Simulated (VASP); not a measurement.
Here is a VASP 6.6.1 calculation.

INCAR

```
SYSTEM = TiO2
PREC = Accurate
ENCUT = 520
EDIFF = 1E-7
ISMEAR = 0
SIGMA = 0.02
LREAL = .False.
LASPH = .True.
NELM = 60
ALGO = Normal
ISIF = 2
LWAVE = .False.
LCHARG = .False.
GGA = PS
LORBIT = 11
```

KPOINTS

```
regular mesh
0
Gamma
  5 5 5
  0 0 0
```

File POSCAR:

```
TiO2
1.0
    4.8126997814      0.0000000000      0.0000000000
    0.0000000000      4.8718844600      0.0000000000
   -0.8628854487      0.0000000000      4.9665942755
Ti O
4 8
Direct
    0.2774352600      0.0528083600      0.2131482700
    0.7225647400      0.5528083600      0.2868517300
    0.7225647400      0.9471916400      0.7868517300
    0.2774352600      0.4471916400      0.7131482700
    0.0638382200      0.1769655200      0.8515567400
    0.9361617800      0.6769655200      0.6484432600
    0.9361617800      0.8230344800      0.1484432600
    0.0638382200      0.3230344800      0.3515567400
    0.4453609900      0.7576317400      0.4667718600
    0.5546390100      0.2576317400      0.0332281400
    0.5546390100      0.2423682600      0.5332281400
    0.4453609900      0.7423682600      0.9667718600
```

Potentials or basis: VASP PAW PBE potentials, release 64 (Ti_sv, O).

Command:

```bash
$ cat potpaw_PBE.64/Ti_sv/POTCAR potpaw_PBE.64/O/POTCAR > POTCAR
$ mpirun -np 1 vasp_std > vasp.out
```

(1) Estimate the largest force.

(2) What does it give for the band gap on the k mesh?

(3) Predict the pressure.

Results:

(1) 0.116 eV/Å.

(2) 2.28 eV, indirect (least direct gap 2.33 eV).

(3) -3.0 GPa.

Caveat: the PAW data sets were made with another functional, which shifts forces and pressure a little; an odd mesh through Γ misses points on the zone boundary, where band edges often lie.
